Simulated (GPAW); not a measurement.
# WS2 (Tungstenite) in GPAW: the effect of volume scale

WS2 (Tungstenite):

```xyz
6
Lattice="3.2011 0.0000 0.0000 -1.6005 2.7722 0.0000 0.0000 0.0000 12.5828" Properties=species:S:1:pos:R:3 pbc="T T T"
W     1.6005    0.9241    9.4371
W     0.0000    1.8481    3.1457
S     1.6005    0.9241    4.7185
S     0.0000    1.8481   11.0099
S     1.6005    0.9241    1.5728
S     0.0000    1.8481    7.8642
```

Alike in all runs:

| Property | Result |
| --- | --- |
| Program | GPAW 26.7.0 |
| Task | dielectric tensor |
| Functional | LDA |
| Potentials or basis | the program's PAW data sets (release 1.2.1) made for this functional |
| Cutoff | 400 eV |
| Basis | pw |
| k mesh | 8 × 8 × 2 |
| Occupations | fermi-dirac, width 0.001 eV |
| Spin | no spin polarisation |

```tsv
volume scale	gap on the mesh (eV)	dielectric constant (mean)
1.02	1.12	10.14
0.94	?	?
1.04	1.13	10.16
```

What does the run with volume scale 0.94 give?

gap on the mesh 1.06 eV; dielectric constant 10.10 mean.

Caveats: the long-wavelength limit can be off by several per cent where d states take part; spin-orbit coupling is left out, which moves the levels of the heavy elements; an odd mesh through Γ misses points on the zone boundary, where band edges often lie.

Runs at the PBE level aren't shown here.
